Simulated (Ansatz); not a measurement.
A relaxation computed with Ansatz, from input to last step.

```yaml
crystal:
  lattice:
    - [5.1559440456, 0.0, 0.0]
    - [-2.5779720228, 4.465178524, 0.0]
    - [0.0, 0.0, 2.8840340759]
  atoms:
    - { symbol: Ta, position: [0.0, 0.0, 0.0] }
    - { symbol: Ta, position: [0.3333333333, 0.6666666667, 0.5] }
    - { symbol: Ta, position: [0.6666666667, 0.3333333333, 0.5] }
    - { symbol: "N", position: [0.5, 0.0, 0.0] }
    - { symbol: "N", position: [0.5, 0.5, 0.0] }
    - { symbol: "N", position: [0.0, 0.5, 0.0] }
basis:
  ecutwfc: 420
kpoints:
  mp_grid: { grid: [12, 12, 12] }
hamiltonian:
  xc: pbesol
scf:
  occupations: { method: gaussian, width: 0.1 }
output:
  forces: true
  stress: true
  eigenvalues: true
relax:
  adjacent_minimum: "off"
  f_tol: 0.008
  max_steps: 50
  cell: { stress_tol: 0.08, p_target: 8.0 }
```

```bash
ansatz run input.yaml --threads 1 --pin off --max-ram 2560MiB --backend cpu --events-out ev --progress --plain --runs-dir out
```

Level of theory: DFT PBEsol, scalar-relativistic, plane waves, PAW in Ansatz.

Of 4 frames 3 are shown, positions in Å and forces in eV/Å; the SCF threshold varies from step to step. Steps run on the plane waves of an earlier cell, with a Pulay correction in the pressure. The basis is chosen afresh for the last frame, the zero of the energies, and at times for earlier ones too; energy and pressure step there, also at an unchanged geometry. The relaxation lowers the enthalpy F + PV at the target pressure, so the free energy itself can rise.

```xyz
6
Lattice="5.1559 0.0000 0.0000 -2.5780 4.4652 0.0000 0.0000 0.0000 2.8840" Properties=species:S:1:pos:R:3:forces:R:3 pbc="T T T" step=1 free_energy_over_end_meV_per_atom=0.34 pressure_GPa=8.50
Ta    0.0000    0.0000    0.0000    0.0000    0.0000    0.0000
Ta    0.0000    2.9768    1.4420    0.0000    0.0000    0.0000
Ta    2.5780    1.4884    1.4420    0.0000    0.0000    0.0000
N     2.5780    0.0000    0.0000    0.0000    0.0000    0.0000
N     1.2890    2.2326    0.0000    0.0000    0.0000    0.0000
N    -1.2890    2.2326    0.0000    0.0000    0.0000    0.0000
6
Lattice="5.1411 0.0000 0.0000 -2.5705 4.4523 0.0000 0.0000 0.0000 2.8989" Properties=species:S:1:pos:R:3:forces:R:3 pbc="T T T" step=2 free_energy_over_end_meV_per_atom=0.59 pressure_GPa=8.02
Ta    0.0000    0.0000    0.0000    0.0000    0.0000    0.0000
Ta    0.0000    2.9682    1.4494    0.0000    0.0000    0.0000
Ta    2.5705    1.4841    1.4494    0.0000    0.0000    0.0000
N     2.5705    0.0000    0.0000    0.0000    0.0000    0.0000
N     1.2853    2.2262    0.0000    0.0000    0.0000    0.0000
N    -1.2853    2.2262    0.0000    0.0000    0.0000    0.0000
6
Lattice="5.1488 0.0000 0.0000 -2.5744 4.4590 0.0000 0.0000 0.0000 2.8927" Properties=species:S:1:pos:R:3:forces:R:3 pbc="T T T" step=4 free_energy_over_end_meV_per_atom=0.00 pressure_GPa=8.03
Ta    0.0000    0.0000    0.0000    0.0000    0.0000    0.0000
Ta    0.0000    2.9727    1.4463    0.0000    0.0000    0.0000
Ta    2.5744    1.4863    1.4463    0.0000    0.0000    0.0000
N     2.5744    0.0000    0.0000    0.0000    0.0000    0.0000
N     1.2872    2.2295    0.0000    0.0000    0.0000    0.0000
N    -1.2872    2.2295    0.0000    0.0000    0.0000    0.0000
```

The run took 120 s on 1 thread of Intel(R) Xeon(R) Processor @ 2.50GHz (Skylake/Cascade Lake), with other jobs on the host, peak memory 0.53 GiB.

Spin–orbit coupling is left out, which can shift energies with elements as heavy as these.